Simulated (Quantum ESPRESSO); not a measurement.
NaF (Villiaumite):

```
Na F
1.0
     0.00000    2.32000    2.32000
     2.32000    0.00000    2.32000
     2.32000    2.32000    0.00000
Na F
1 1
Cartesian
  0.0000 0.0000 0.0000
  2.3200 2.3200 2.3200
```

Base run:

- Program: Quantum ESPRESSO 7.5
- Functional: LDA
- Potentials or basis: GBRV 1.5 LDA
- Cutoff: 612 eV
- Density cutoff: 4898 eV
- k mesh: 8 × 8 × 8, shifted
- Occupations: fermi-dirac, width 0.05 eV
- Spin: no spin polarisation

Its results: pressure -3.9 GPa; electronic dielectric tensor (diagonal) 1.91.

Question: After a change of settings the same cell gave: pressure 0.2 GPa; electronic dielectric tensor (diagonal) 1.89. Which change was it?
A. functional from LDA to AM05; potentials or basis from GBRV 1.5 LDA to GBRV 1.5 PBE
B. functional from LDA to PBE; potentials or basis from GBRV 1.5 LDA to GBRV 1.5 PBE
C. functional from LDA to PBEsol; potentials or basis from GBRV 1.5 LDA to GBRV 1.5 PBEsol
D. functional from LDA to BLYP; potentials or basis from GBRV 1.5 LDA to GBRV 1.5 PBE

Answer: C.

Caveats: the cell is more than 3 GPa from zero pressure, which shifts response properties (some runs).
